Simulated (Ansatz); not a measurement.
Ta:

```
Ta
1.0
    -1.65128    1.65128    1.65128
     1.65128   -1.65128    1.65128
     1.65128    1.65128   -1.65128
Ta
1
Cartesian
  0.0000 0.0000 0.0000
```

Below is the output of Ansatz 0.2.0 for this cell. Logs are shortened: lines on timing, memory, paths and dates and some standing lists are left out, and cuts for length are marked.

```text
Warning: RAYON_NUM_THREADS=2 ignored (pool sized by the plan → 2); use --threads N
Engine: ansatz 0.2.0, aarch64-unknown-linux-gnu
Pseudopotentials: kind: paw
Pseudopotential: Ta, paw, valence charge 13, recommended cutoff 420 eV (normal), Ta.paw.azcp
Functional definition: PBEsol
  exchange = pbesol_x
  correlation = pbesol_c
Crystal: 1 atoms, lattice volume = 18.010 Å³
Basis set: ecut = 420 eV, 369 PW (Γ), exchange–correlation on 40×40×40 points (8 copies of the dense FFT grid, shifted against one another)
Bands: 11, of which v1, the nominal top of the filled ones, is band 7 counted from 1 (6 counted from 0)
Symmetry: 48 space group operations
Space group: Im-3m (ITA 229), of the structure as read, at distance tolerance 2.6e-5 Å
k-points: 47 of 1000
Non-local potential: Ta, projectors of the file, l = 0: 3, l = 1: 2, l = 2: 2, l = 3: 1
PAW form: soft (Blöchl's): semilocal exchange-correlation on the pseudo side does not see the compensation charge
PAW frozen core: Ta, regenerated for the run's functional, and the local potential with it (the file was generated under x = pbe(κ = 0.804, μ = 0.2195149727645171), c = pbe(β = 0.06672455060314922))
PAW one-centre angular grid: Ta, 590 points (default); XC on 64 Gauss nodes
Initial density: superposition of atomic densities (neutral atoms: chi_scale 0, normalization atom), corrected by the library's trained network
Initial wavefunctions: pseudopotential atomic-orbital guess
Functional: x = pbesol(κ = 0.804, μ = 0.12345679012345678), c = pbesol(β = 0.046)
SCF iter   1: F=—  HF=-9806.496532 eV  |F-HF|=—  |Δ(HF+E_count)|=         —  Δρ=2.98e-3  dr2=9.76e-4  ethr=1.77e-3  ⟨swp⟩=5.9  Hψ=3000  notcnv=0
preconditioner: auto → none  [metal: Δε(μ)=0.085 eV  Ē_g=8.310 eV  σ=0.050 eV  W_gap=0.40  n_scr=0 (ndim 8)  ℏωp=19.6 eV  f_vac=0.000  D(μ)=1.01/eV (n_scr^D=12)]
SCF iter   2: F=—  HF=-9806.496111 eV  |F-HF|=—  |Δ(HF+E_count)|=   4.21e-4  Δρ=1.35e-3  dr2=1.42e-4  ethr=7.51e-6  ⟨swp⟩=2.5  Hψ=1144  notcnv=0
SCF iter   3: F=—  HF=-9806.496130 eV  |F-HF|=—  |Δ(HF+E_count)|=   1.85e-5  Δρ=2.28e-4  dr2=3.49e-6  ethr=1.09e-6  ⟨swp⟩=1.0  Hψ=509  notcnv=0
SCF iter   4: F=—  HF=-9806.496134 eV  |F-HF|=—  |Δ(HF+E_count)|=   4.38e-6  Δρ=3.38e-5  dr2=6.25e-8  ethr=2.69e-8  ⟨swp⟩=1.0  Hψ=509  notcnv=0
[... 70 lines left out ...]
  Σ components = -9806.496132   (vs F -9806.496132, Δ=0.00e0)
--- Forces (eV/Å), atoms counted from 1 ---
  atom   1  Ta     0.00000000    -0.00000000     0.00000000
  max |Σ_I F_I| component: 6.16e-32 eV/Å
--- Stress (GPa, compression-positive) ---
       -2.338283       0.000000       0.000000
        0.000000      -2.338283      -0.000000
        0.000000      -0.000000      -2.338283
  P = ⅓ Tr σ = -2.3383 GPa (-23.383 kbar)
--- Band table (eV; the first three rows and the last of 47) ---
  k-point 0: bands = ["-48.6063", "-14.5454", "-14.5454", "-14.5454", "10.5631", "19.1741", "19.1741", "19.1741", "22.4482", "22.4482", "33.1117"]
  k-point 1: bands = ["-48.5953", "-14.6672", "-14.5831", "-14.5461", "11.0014", "18.8956", "19.0747", "19.6111", "22.0483", "22.4532", "33.4829"]
  k-point 2: bands = ["-48.5663", "-14.9763", "-14.6805", "-14.5478", "12.1582", "18.2478", "18.6178", "20.8766", "21.7508", "22.5332", "33.8337"]
  k-point 46: bands = ["-48.4035", "-15.3688", "-15.3688", "-15.3688", "14.6547", "14.6547", "25.2924", "25.2924", "25.2924", "27.0789", "27.0789"]
--- Elastic constants: 2 strain directions × 2 members + reference (group order 48) ---
  dense FFT box of the reference and of every strained cell: 20×20×20
  strains applied: 11, 23; error gains: componentwise 1.00 (the most a stress slope's error grows in a printed constant), spectral 1.73 (1 for all six strains in a standard setting)
  C = ∂σ_k/∂η_j (tension-positive GPa; Voigt order 11 22 33 23 13 12):
       302.236    155.789    155.789      0.000      0.000      0.000
       155.789    302.236    155.789     -0.000      0.000      0.000
       155.789    155.789    302.236     -0.000      0.000      0.000
         0.000      0.000     -0.000     82.337     -0.000     -0.000
         0.000     -0.000     -0.000     -0.000     82.337      0.000
        -0.000      0.000      0.000     -0.000      0.000     82.337
  reference stress σ⁰ (GPa):      2.338      2.338      2.338      0.000     -0.000     -0.000
  C* (energy form; C + prestress term) asymmetry max|C*_kj − C*_jk| = 5.684e-14 GPa — a small one proves nothing (zero by symmetry where the batch's group is 432, −43m or m−3m); a large one is finite-difference/SCF noise where every solve meets its electron count
  moduli (Voigt/Reuss/Hill, GPa): K = 204.60/204.60/204.60   G = 78.69/78.43/78.56   E = 208.94   ν = 0.330
  mechanically stable: yes (min eigenvalue of sym C = 82.34 GPa)
  strain η (Voigt 11):  stress-route row diagonal C_11 = 302.24 GPa, energy-path curvature d²(F+E_count+ΔE)/dδ²/Ω₀ = 302.68 GPa
         δ    σ_11 (GPa)             F (eV)   n_scf  n_hpsi   n_pw
    -2.000e-3       1.7331       -9806.4965901       6   18546    370   relax 0 steps, max|allowed force component| 0.00e0 eV/Å
     2.000e-3       2.9421       -9806.4955410       5   15965    370   relax 0 steps, max|allowed force component| 0.00e0 eV/Å
  strain η (Voigt 23):  stress-route row diagonal C_44 = 82.34 GPa, energy-path curvature d²(F+E_count+ΔE)/dδ²/Ω₀ = 81.42 GPa
         δ    σ_23 (GPa)             F (eV)   n_scf  n_hpsi   n_pw
    -2.000e-3      -0.1647       -9806.4961136       6   30599    370   relax 0 steps, max|allowed force component| 0.00e0 eV/Å
     2.000e-3       0.1647       -9806.4961136       5   26198    370   relax 0 steps, max|allowed force component| 0.00e0 eV/Å
```

What input gives this log?

Elastic constants with PBEsol, no spin polarisation. The files as run (others can give the same):

input.yaml
```yaml
crystal:
  lattice:
    - [-1.65128, 1.65128, 1.65128]
    - [1.65128, -1.65128, 1.65128]
    - [1.65128, 1.65128, -1.65128]
  atoms:
    - { symbol: Ta, position: [0.0, 0.0, 0.0] }
hamiltonian:
  xc: pbesol
  pseudopotentials: { kind: paw }
kpoints:
  mp_grid: { grid: [10, 10, 10] }
scf:
  occupations: { method: fermi_dirac, width: 0.05 }
output:
  forces: true
  stress: true
elastic:
  mode: relaxed_ion
  stencil: two_point
```

Potentials or basis: Ansatz PAW.
Run with:
```bash
$ ansatz run input.yaml --threads 2 --pin off --max-ram 5632MiB --backend cpu --events-out ev --progress --plain --runs-dir out
```

Caveat: elastic constants of metals need much finer meshes, so these are rough; the PAW data sets come from PBE, with cores solved anew for the run's functional, which leaves a small shift of forces and pressure.
